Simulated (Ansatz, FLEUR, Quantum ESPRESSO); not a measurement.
## AlNi: programs and potentials compared

```
Ni Al
1.0
     1.93869   -1.95319    0.00000
     1.93869    1.95319    0.00000
     0.00000    0.00000    3.09943
Ni Al
1 1
Direct
  0.50000 0.50000 0.50000
  0.00000 0.00000 0.00000
```

The cell comes from a database or a generator and needn't be the stable form of this composition.

Alike in all runs: task band structure; functional PBEsol; k mesh 10 × 10 × 9; occupations fermi-dirac, width 0.05 eV; collinear spin, ferromagnetic start; no spin-orbit coupling. Pressure is positive in compression and, in plane waves, holds the error of the finite cutoff.

| program and potentials | plane-wave cutoff (eV) | notes | pressure (GPa) | net moment per atom (μB) |
| --- | --- | --- | --- | --- |
| Ansatz, all-electron LAPW, scalar-relativistic | - | - | ? | ? |
| FLEUR, all-electron, FLAPW | - | - | - | 0.00 |
| Quantum ESPRESSO, GBRV 1.5 PBEsol | 612 | - | 0.48 | 0.00 |

**Question.** Estimate from the other rows what the run with Ansatz, all-electron LAPW, scalar-relativistic gave.

**Answer.** Pressure 0.42 GPa; net moment per atom 0.00 μB. The other rows, which needn't bracket it: pressure 0.48; net moment per atom 0.00.
